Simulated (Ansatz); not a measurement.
Method: DFT PBE, scalar-relativistic, plane waves, PAW in Ansatz 0.2.0. All cells share a 420 eV cutoff and Γ-centred k meshes spaced at most about 0.3 Å⁻¹ (about 0.25 or finer for metals, 2π included). No spin polarisation.

These are static total energies at zero pressure.

Compare these two cells of Si5C3, each relaxed at this level.

1.

Space group P-43m (No. 215). a = 4.666 Å, b = 4.666 Å, c = 4.666 Å, α = 90.00°, β = 90.00°, γ = 90.00°
```json
{"atom": "Si", "site": "1a", "symmetry": "-43m", "x": "0.0000", "y": "0.0000", "z": "0.0000"}
{"atom": "Si", "site": "4e", "symmetry": ".3m", "x": "0.7291", "y": "0.2709", "z": "0.7291"}
{"atom": "C", "site": "3c", "symmetry": "-42.m", "x": "0.5000", "y": "0.5000", "z": "0.0000"}
```

2.

Space group P-4m2 (No. 115). a = 3.212 Å, b = 3.212 Å, c = 9.579 Å, α = 90.00°, β = 90.00°, γ = 90.00°
| atom | site | symmetry | x | y | z |
| --- | --- | --- | --- | --- | --- |
| Si | 2g | 2mm. | 0.5000 | 0.0000 | 0.3890 |
| Si | 2g | 2mm. | 0.0000 | 0.5000 | 0.1692 |
| Si | 1a | -4m2 | 0.0000 | 0.0000 | 0.0000 |
| C | 2f | 2mm. | 0.5000 | 0.5000 | 0.2778 |
| C | 1d | -4m2 | 0.0000 | 0.0000 | 0.5000 |

Question: Which form is favoured at zero pressure, and by what margin per atom?

Answer: Cell 2 is lower, by 116 meV/atom. Cell 1 has Si and C ordered on diamond sites, space group P-43m (No. 215), 12.7 Å³/atom and no gap on its mesh; cell 2 has Si and C ordered on diamond sites, space group P-4m2 (No. 115), 12.4 Å³/atom and no gap. Counting C atoms around Si (those within 1.25 times the shortest such distance or 1.15 times the sum of covalent radii; the shortest distance is added where it is long for a bond; a slash parts the counts of unlike sites), cell 1 has Si 3/12 from 3.3 Å and cell 2 has Si 2/4/8 from 3.5 Å. Cell 1 holds Si–Si units of three or more atoms (shortest 2.19 Å); cell 2 holds Si–Si nets (shortest 2.28 Å). Even the lower one lies +0.09 eV/atom against the reference forms of the elements (uncorrected), so neither is stable at this level. In cell 1, Si on a site of symmetry -43m has 4 Si at 2.19 Å; Si on a site of symmetry 3m has 3 C at 1.97 Å and 1 Si at 2.19 Å; C is surrounded by 4 Si at 1.97 Å. In cell 2, Si on a site of symmetry 2mm has 4 C at 1.93 Å; Si on a second site of symmetry 2mm has 2 C at 1.91 Å and 2 Si at 2.28 Å; around C on a site of symmetry 2mm lie 4 Si at 1.91–1.93 Å; 2 more sites not described. Both come from invented guesses.

The zero gap of P-43m may come from the functional, which often closes small gaps. Cells relaxed within their symmetry can be saddle points.
